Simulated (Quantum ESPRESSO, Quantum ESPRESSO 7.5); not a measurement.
# 1T-SiS2, 1 layer: parallel layout and speed

Which layout of ranks, pools and threads suits 1T-SiS2, 1 layer? The physics should not care; the clock does.

Main program and level: Quantum ESPRESSO 7.5; plane-wave DFT, PBE, GBRV ultrasoft pseudopotentials.

## Step 1: Set-up

The cell holds 3 atoms: 2 S and 1 Si. Cell: a = 3.300 Å, b = 3.300 Å, c = 18.789 Å, α = 90.0°, β = 90.0°, γ = 120.0°. It derives from SiS2. Vacuum lies along c.

As a file:

```cif
data_structure
_symmetry_space_group_name_H-M 'P 1'
_symmetry_Int_Tables_number 1
_cell_length_a 3.3000
_cell_length_b 3.3000
_cell_length_c 18.7889
_cell_angle_alpha 90.000
_cell_angle_beta 90.000
_cell_angle_gamma 120.000
_cell_volume 177.20
loop_
_atom_site_label
_atom_site_type_symbol
_atom_site_fract_x
_atom_site_fract_y
_atom_site_fract_z
_atom_site_occupancy
S1 S 0.66667 0.33333 0.95240 1
Si2 Si 0.00000 0.00000 0.00000 1
S3 S 0.33333 0.66667 0.04760 1
```

This sheet is a model structure: its symmetry is held, and its stability is not tested here.

## Step 2: SCF with pw.x: 4 ranks, 4 pools, 1 thread a rank

The first run is the reference of the series.

Input file c0.in:

```
&control
  prefix = 'c0'
  outdir = './out'
  pseudo_dir = './pseudo'
  calculation = 'scf'
  tprnfor = .true.
/
&system
  ibrav = 0
  nat = 3
  ntyp = 2
  ecutwfc = 40
  ecutrho = 200
  occupations = 'smearing'
  smearing = 'fd'
  degauss = 0.004
  assume_isolated = 'esm'
  esm_bc = 'bc1'
/
&electrons
  conv_thr = 1e-07
  mixing_beta = 0.4
  electron_maxstep = 120
  mixing_mode = 'local-TF'
/
ATOMIC_SPECIES
  S   32.0600  s_pbe_v1.4.uspp.F.UPF
  Si  28.0850  si_pbe_v1.uspp.F.UPF
CELL_PARAMETERS angstrom
  3.30000000000000 0.00000000000000 0.00000000000000
  -1.65000000000000 2.85788383248865 0.00000000000000
  0.00000000000000 0.00000000000000 18.78885438199983
ATOMIC_POSITIONS crystal
  S   0.666666666667 0.333333333333 -0.047604136624
  Si  0.000000000000 0.000000000000 0.000000000000
  S   0.333333333333 0.666666666667 0.047604136624
K_POINTS automatic
  12 12 1 0 0 0
```

On the command line:

```bash
OMP_NUM_THREADS=1 mpirun -n 4 pw.x -nk 4 -in c0.in > c0.out
```

The log of the run:

```text
Program PWSCF v.7.5 starts
[citation notice left out]

     Parallel version (MPI & OpenMP), running on       4 processor cores
     Number of MPI processes:                 4
     Threads/MPI process:                     1

     MPI processes distributed on     1 nodes
[...]
Current dimensions of program PWSCF are:
     Max number of different atomic species (ntypx) = 10
     Max number of k-points (npk) =  40000
     Max angular momentum in pseudopotentials (lmaxx) =  4
     Message from routine setup:
     using ibrav=0 with symmetry is DISCOURAGED, use correct ibrav instead

     K-points division:     npool     =       4
     Subspace diagonalization in iterative solution of the eigenvalue problem:
     a serial algorithm will be used

     G-vector sticks info
     --------------------
     sticks:   dense  smooth     PW     G-vecs:    dense   smooth      PW
     Sum         535     433    127                56961    41051    6793

     Using Slab Decomposition

     bravais-lattice index     =            0
     lattice parameter (alat)  =       6.2361  a.u.
     unit-cell volume          =    1195.7914 (a.u.)^3
     number of atoms/cell      =            3
     number of atomic types    =            2
     number of electrons       =        16.00
     number of Kohn-Sham states=           12
     kinetic-energy cutoff     =      40.0000  Ry
     charge density cutoff     =     200.0000  Ry
     scf convergence threshold =      1.0E-07
     mixing beta               =       0.4000
     number of iterations used =            8  local-TF  mixing
     Exchange-correlation= SLA  PW   PBE  PBE
                           (   1   4   3   4   0   0   0)

     Effective Screening Medium Method
     =================================
     Boundary Conditions: Vacuum-Slab-Vacuum
     total charge in unit cell        =   0.0000
     grid points for fit at edges     =        4

     celldm(1)=   6.236096  celldm(2)=   0.000000  celldm(3)=   0.000000
     celldm(4)=   0.000000  celldm(5)=   0.000000  celldm(6)=   0.000000

     crystal axes: (cart. coord. in units of alat)
               a(1) = (   1.000000   0.000000   0.000000 )
               a(2) = (  -0.500000   0.866025   0.000000 )
               a(3) = (   0.000000   0.000000   5.693592 )

     reciprocal axes: (cart. coord. in units 2 pi/alat)
               b(1) = (  1.000000  0.577350 -0.000000 )
               b(2) = (  0.000000  1.154701  0.000000 )
               b(3) = (  0.000000 -0.000000  0.175636 )

     PseudoPot. # 1 for S  read from file:
     ./pseudo/s_pbe_v1.4.uspp.F.UPF
     Pseudo is Ultrasoft + core correction, Zval =  6.0
     Generated by new atomic code, or converted to UPF format
     Using radial grid of  907 points,  6 beta functions with:
                l(1) =   0
                l(2) =   0
                l(3) =   1
                l(4) =   1
                l(5) =   2
                l(6) =   2
     Q(r) pseudized with  8 coefficients,  rinner =    1.300   1.300   1.300
                                                       1.300   1.300

     PseudoPot. # 2 for Si read from file:
     ./pseudo/si_pbe_v1.uspp.F.UPF
     Pseudo is Ultrasoft + core correction, Zval =  4.0
     Generated by new atomic code, or converted to UPF format
     Using radial grid of  899 points,  6 beta functions with:
                l(1) =   0
                l(2) =   0
                l(3) =   1
                l(4) =   1
                l(5) =   2
                l(6) =   2
     Q(r) pseudized with  8 coefficients,  rinner =    0.900   0.900   0.900
                                                       0.900   0.900

     atomic species   valence    mass     pseudopotential
     S                 6.00    32.06000     S ( 1.00)
     Si                4.00    28.08500     Si( 1.00)

     12 Sym. Ops., with inversion, found

   Cartesian axes

     site n.     atom                  positions (alat units)
         1        S      tau(   1) = (   0.5000000   0.2886751  -0.2710385  )
         2        Si     tau(   2) = (   0.0000000   0.0000000   0.0000000  )
         3        S      tau(   3) = (  -0.0000000   0.5773503   0.2710385  )

     number of k points=    19  Fermi-Dirac smearing, width (Ry)=  0.0040
                       cart. coord. in units 2pi/alat
        k(    1) = (   0.0000000   0.0000000   0.0000000), wk =   0.0138889
        k(    2) = (   0.0000000   0.0962250   0.0000000), wk =   0.0833333
        k(    3) = (   0.0000000   0.1924501   0.0000000), wk =   0.0833333
        k(    4) = (   0.0000000   0.2886751   0.0000000), wk =   0.0833333
        k(    5) = (   0.0000000   0.3849002   0.0000000), wk =   0.0833333
        k(    6) = (   0.0000000   0.4811252   0.0000000), wk =   0.0833333
        k(    7) = (   0.0000000  -0.5773503   0.0000000), wk =   0.0416667
        k(    8) = (   0.0833333   0.1443376   0.0000000), wk =   0.0833333
        k(    9) = (   0.0833333   0.2405626   0.0000000), wk =   0.1666667
        k(   10) = (   0.0833333   0.3367877   0.0000000), wk =   0.1666667
[...]
k(   19) = (   0.3333333   0.5773503   0.0000000), wk =   0.0277778

     Dense  grid:    56961 G-vectors     FFT dimensions: (  30,  30, 160)

     Smooth grid:    41051 G-vectors     FFT dimensions: (  25,  25, 144)

     Estimated max dynamical RAM per process >      89.01 MB

     Estimated total dynamical RAM >     314.32 MB

     Initial potential from superposition of free atoms

     starting charge      15.9993, renormalised to      16.0000

     negative rho (up, down):  3.984E-04 0.000E+00
     Starting wfcs are   12 randomized atomic wfcs

     total cpu time spent up to now is        0.7 secs

     per-process dynamical memory:    43.6 Mb

     Self-consistent Calculation

     iteration #  1     ecut=    40.00 Ry     beta= 0.40
     Davidson diagonalization with overlap
     ethr =  1.00E-02,  avg # of iterations = 10.2

     Threshold (ethr) on eigenvalues was too large:
     Diagonalizing with lowered threshold

     Davidson diagonalization with overlap
     ethr =  6.00E-04,  avg # of iterations =  7.4

     negative rho (up, down):  6.291E-05 0.000E+00

     total cpu time spent up to now is        2.7 secs

     total energy              =     -57.71071619 Ry
     estimated scf accuracy    <       0.11525863 Ry

     iteration #  2     ecut=    40.00 Ry     beta= 0.40
[...]
negative rho (up, down):  8.259E-08 0.000E+00

[...]
total energy              =     -57.68418920 Ry
     estimated scf accuracy    <       0.06912015 Ry

     iteration #  3     ecut=    40.00 Ry     beta= 0.40
[...]
total energy              =     -57.69238502 Ry
     estimated scf accuracy    <       0.00791838 Ry

     iteration #  4     ecut=    40.00 Ry     beta= 0.40
[...]
c_bands:  1 eigenvalues not converged
     c_bands:  1 eigenvalues not converged
[...]
total energy              =     -57.70130779 Ry
     estimated scf accuracy    <       0.00217329 Ry

     iteration #  5     ecut=    40.00 Ry     beta= 0.40
[...]
c_bands:  1 eigenvalues not converged
     c_bands:  1 eigenvalues not converged
[...]
total energy              =     -57.70199366 Ry
     estimated scf accuracy    <       0.00175843 Ry

     iteration #  6     ecut=    40.00 Ry     beta= 0.40
[...]
c_bands:  1 eigenvalues not converged
[...]
total energy              =     -57.70231017 Ry
     estimated scf accuracy    <       0.00278025 Ry

     iteration #  7     ecut=    40.00 Ry     beta= 0.40
[...]
total energy              =     -57.70412587 Ry
     estimated scf accuracy    <       0.00171457 Ry

     iteration #  8     ecut=    40.00 Ry     beta= 0.40
[...]
negative rho (up, down):  9.036E-04 0.000E+00

[...]
total energy              =     -57.70013525 Ry
     estimated scf accuracy    <       0.00629274 Ry

     iteration #  9     ecut=    40.00 Ry     beta= 0.40
[...]
c_bands:  1 eigenvalues not converged
[...]
negative rho (up, down):  1.073E-03 0.000E+00

[...]
total energy              =     -57.70276974 Ry
     estimated scf accuracy    <       0.00190593 Ry

     iteration # 10     ecut=    40.00 Ry     beta= 0.40
[...]
negative rho (up, down):  7.272E-04 0.000E+00

[...]
total energy              =     -57.70094427 Ry
     estimated scf accuracy    <       0.00223995 Ry

     iteration # 11     ecut=    40.00 Ry     beta= 0.40
[...]
negative rho (up, down):  7.686E-04 0.000E+00

[...]
total energy              =     -57.70144857 Ry
     estimated scf accuracy    <       0.00017081 Ry

     iteration # 12     ecut=    40.00 Ry     beta= 0.40
[...]
c_bands:  1 eigenvalues not converged
     c_bands:  1 eigenvalues not converged
     c_bands:  1 eigenvalues not converged
[...]
negative rho (up, down):  3.705E-04 0.000E+00

[...]
total energy              =     -57.70141325 Ry
     estimated scf accuracy    <       0.00004075 Ry

     iteration # 13     ecut=    40.00 Ry     beta= 0.40
[...]
negative rho (up, down):  4.160E-04 0.000E+00

[...]
total energy              =     -57.70139849 Ry
     estimated scf accuracy    <       0.00000147 Ry

     iteration # 14     ecut=    40.00 Ry     beta= 0.40
[...]
c_bands:  1 eigenvalues not converged
[...]
negative rho (up, down):  4.135E-04 0.000E+00

[...]
total energy              =     -57.70139540 Ry
     estimated scf accuracy    <       0.00001962 Ry

     iteration # 15     ecut=    40.00 Ry     beta= 0.40
[...]
negative rho (up, down):  4.412E-04 0.000E+00

[...]
total energy              =     -57.70139418 Ry
     estimated scf accuracy    <       0.00000611 Ry

     iteration # 16     ecut=    40.00 Ry     beta= 0.40
[...]
negative rho (up, down):  4.416E-04 0.000E+00

[...]
End of self-consistent calculation

          k = 0.0000 0.0000 0.0000 (  5159 PWs)   bands (ev):

   -24.0571 -18.4341 -10.4821  -9.2671  -9.2671  -8.6003  -8.6003  -6.2226
    -2.7872  -2.6365  -1.0071  -1.0071

          k = 0.0000 0.0962 0.0000 (  5125 PWs)   bands (ev):

   -23.9478 -18.3843 -10.5001 -10.3001  -9.8789  -8.5784  -8.0119  -5.8705
    -2.5018  -2.1866  -1.3643  -1.0813

          k = 0.0000 0.1925 0.0000 (  5105 PWs)   bands (ev):

   -23.6221 -18.2639 -12.0318 -10.6486 -10.3797  -9.0328  -7.3727  -5.6528
    -2.6198  -1.6918  -0.9218  -0.5059

          k = 0.0000 0.2887 0.0000 (  5129 PWs)   bands (ev):

   -23.0884 -18.1884 -13.5241 -11.2934 -10.7012  -9.2179  -7.0372  -6.0941
    -3.1618  -0.9688  -0.1727   0.0730

          k = 0.0000 0.3849 0.0000 (  5107 PWs)   bands (ev):

   -22.3664 -18.4167 -14.4844 -11.7704 -11.4079  -8.9291  -6.9602  -6.8119
    -3.5366  -0.6036   0.6542   1.1162

          k = 0.0000 0.4811 0.0000 (  5105 PWs)   bands (ev):

   -21.5136 -19.1116 -14.7496 -12.0850 -12.0619  -8.4871  -7.4576  -6.9863
    -3.8390  -0.3536   0.7073   2.4727

[...]
the Fermi energy is    -4.7685 ev

!    total energy              =     -57.70139245 Ry
     estimated scf accuracy    <       0.00000003 Ry
     smearing contrib. (-TS)   =      -0.00000000 Ry
     internal energy E=F+TS    =     -57.70139245 Ry

     The total energy is F=E-TS. E is the sum of the following terms:
     one-electron contribution =     208.70014466 Ry
     hartree contribution      =    -103.48109717 Ry
     xc contribution           =     -21.89150289 Ry
     ewald contribution        =    -141.02893704 Ry

     convergence has been achieved in  16 iterations

     negative rho (up, down):  4.416E-04 0.000E+00

     Forces acting on atoms (cartesian axes, Ry/au):

     atom    1 type  1   force =    -0.00000000    0.00000000   -0.24959733
     atom    2 type  2   force =     0.00000000    0.00000000    0.00000000
     atom    3 type  1   force =    -0.00000000    0.00000000    0.24959733

     Total force =     0.352984     Total SCF correction =     0.000391

[...]
=------------------------------------------------------------------------------=
   JOB DONE.
=------------------------------------------------------------------------------=
```

It took 20 s on 4 MPI ranks of Arm Neoverse V2, shared host; peak memory 0.4 GiB.

Read from the output:

* free energy: -785.0674 eV
* Fermi energy: -4.769 eV
* valence top, on the run's zero: -5.626 eV
* conduction bottom, on the run's zero: -3.966 eV
* gap by band count: 1.660 eV
* vacuum line at the lower end of the cell, over the valence top: 5.626 eV
* vacuum line at the upper end of the cell, over the valence top: 5.626 eV

Electrostatic potential energy of an electron; zero at the highest filled level of the SCF mesh. Potential energy, planar mean against z:

| z (Å) | potential energy, planar mean (eV) |
| --- | --- |
| -9 | 5.63 |
| -8 | 5.63 |
| -7 | 5.63 |
| -6 | 5.63 |
| -5 | 5.63 |
| -4 | 5.62 |
| -3 | 5.54 |
| -2 | 3.92 |
| -1 | -13.8 |
| 0 | -14.1 |
| 1 | -13.8 |
| 2 | 3.92 |
| 3 | 5.54 |
| 4 | 5.62 |
| 5 | 5.63 |
| 6 | 5.63 |
| 7 | 5.63 |
| 8 | 5.63 |
| 9 | 5.63 |

The program's own clock; routines nest. Time by routine:

| routine | wall time (s) | calls |
| --- | --- | --- |
| PWSCF | 19.02 | 1 |
| electrons | 18.08 | 1 |
| c_bands | 10.57 | 17 |
| cegterg | 8.04 | 85 |
| h_psi | 6.01 | 711 |
| vloc_psi | 4.73 | 711 |
| fftw | 4.68 | 9032 |
| mix_rho | 2.68 | 17 |
| sum_band | 2.52 | 17 |
| newd | 1.58 | 17 |
| ffts | 1.31 | 1433 |
| v_of_rho | 0.8 | 17 |
| calbec | 0.77 | 816 |
| add_vuspsi | 0.63 | 711 |

The vacuum levels are read from the outermost 0.7 Å of the cell on either side.

The run needed 16 iterations to bring the estimated error under 1e-07 Ry; the largest force on any atom, held or free, is 6.42 eV/Å, so this geometry is far from relaxed and its levels are not those of the real material.

Inside the slab this potential holds the local part of the pseudopotentials, which can be repulsive at the nuclei; only its value in the vacuum has a meaning of its own.

## Step 3: Ground state: 4 ranks, 2 pools, 1 thread a rank

c1.in is the input of step 2 with these lines changed:

```diff
@@ -1,3 +1,3 @@
 &control
-  prefix = 'c0'
+  prefix = 'c1'
   outdir = './out'
```

On the command line:

```bash
OMP_NUM_THREADS=1 mpirun -n 4 pw.x -nk 2 -in c1.in > c1.out
```

The log of the run:

```text
[banner, memory and clock lines left out]
Program PWSCF v.7.5 starts
[...]
Message from routine setup:
[...]
number of electrons       =        16.00
     number of Kohn-Sham states=           12
     kinetic-energy cutoff     =      40.0000  Ry
     charge density cutoff     =     200.0000  Ry
[...]
number of k points=    19  Fermi-Dirac smearing, width (Ry)=  0.0040
[...]
Dense  grid:    56961 G-vectors     FFT dimensions: (  30,  30, 160)
[...]
negative rho (up, down):  3.984E-04 0.000E+00
     Starting wfcs are   12 randomized atomic wfcs
[...]
negative rho (up, down):  6.117E-05 0.000E+00
[...]
estimated scf accuracy    <       0.11687349 Ry
[...]
negative rho (up, down):  7.621E-08 0.000E+00
[...]
estimated scf accuracy    <       0.07003775 Ry
[...]
estimated scf accuracy    <       0.00808130 Ry
[...]
estimated scf accuracy    <       0.00213545 Ry
[...]
estimated scf accuracy    <       0.00176047 Ry
[...]
estimated scf accuracy    <       0.00247790 Ry
[...]
estimated scf accuracy    <       0.00172337 Ry
[...]
negative rho (up, down):  1.534E-03 0.000E+00
[...]
estimated scf accuracy    <       0.00553545 Ry
[...]
negative rho (up, down):  8.912E-04 0.000E+00
[...]
estimated scf accuracy    <       0.00226551 Ry
[...]
negative rho (up, down):  7.117E-04 0.000E+00
[...]
estimated scf accuracy    <       0.00197590 Ry
[...]
negative rho (up, down):  8.177E-04 0.000E+00
[...]
estimated scf accuracy    <       0.00018926 Ry
[...]
negative rho (up, down):  4.580E-04 0.000E+00
[...]
estimated scf accuracy    <       0.00001857 Ry
[...]
negative rho (up, down):  4.320E-04 0.000E+00
[...]
estimated scf accuracy    <       0.00000183 Ry
[...]
negative rho (up, down):  4.338E-04 0.000E+00
[...]
estimated scf accuracy    <       0.00000674 Ry
[...]
negative rho (up, down):  4.405E-04 0.000E+00
[...]
estimated scf accuracy    <       0.00000336 Ry
[...]
negative rho (up, down):  4.396E-04 0.000E+00
[...]
estimated scf accuracy    <       0.00000027 Ry
[...]
negative rho (up, down):  4.398E-04 0.000E+00
[...]
estimated scf accuracy    <       0.00000023 Ry
[...]
negative rho (up, down):  4.425E-04 0.000E+00
[...]
estimated scf accuracy    <       0.00000015 Ry
[...]
negative rho (up, down):  4.417E-04 0.000E+00
[...]
the Fermi energy is    -4.7699 ev
!    total energy              =     -57.70139270 Ry
     estimated scf accuracy    <          4.4E-09 Ry
     smearing contrib. (-TS)   =      -0.00000000 Ry
     internal energy E=F+TS    =     -57.70139269 Ry
[...]
one-electron contribution =     208.70445902 Ry
     hartree contribution      =    -103.48571098 Ry
     xc contribution           =     -21.89120370 Ry
     ewald contribution        =    -141.02893704 Ry
     convergence has been achieved in  19 iterations
     negative rho (up, down):  4.417E-04 0.000E+00
[...]
Total force =     0.353655     Total SCF correction =     0.000076
[...]
```

Run time: 20 s. Hardware: 4 MPI ranks; peak memory 0.42 GiB.

Read from the output:

```
Fermi energy                                                   : -4.770 eV
valence top, on the run's zero                                 : -5.628 eV
conduction bottom, on the run's zero                           : -3.967 eV
gap by band count                                              : 1.661 eV
vacuum line at the lower end of the cell, over the valence top : 5.628 eV
vacuum line at the upper end of the cell, over the valence top : 5.628 eV
```

The program's own clock; routines nest. Time by routine:

| routine | wall time (s) | calls |
| --- | --- | --- |
| PWSCF | 19.05 | 1 |
| electrons | 18.32 | 1 |
| c_bands | 11.56 | 20 |
| cegterg | 9.94 | 200 |
| h_psi | 7.63 | 1536 |
| fftw | 6.35 | 19880 |
| vloc_psi | 6.22 | 1536 |
| sum_band | 3 | 20 |
| mix_rho | 1.69 | 20 |
| newd | 1.68 | 20 |
| calbec | 0.88 | 1776 |
| ffts | 0.83 | 1792 |
| h_psi:calbec | 0.69 | 1536 |
| add_vuspsi | 0.68 | 1536 |

Counted from each run's own zero (the valence top), the vacuum level differs from the first run's by +2 meV.

(Continued in part 2 of 3.)

[Logs are printed without paths, hosts, clocks, repeated set-up lines and the standing remarks that a program may print on its own settings, such as how far it seeks lower states.]

[Hosts, paths, dates, database ids (printed as entryN), source tags and the programs' standing remarks are cut or masked in the printed files.]

[Maps of the electrostatic potential energy from Ansatz leave out the sawtooth potential of an applied field or a dipole correction, so their vacuum need not be flat; planar profiles and work functions include it.]
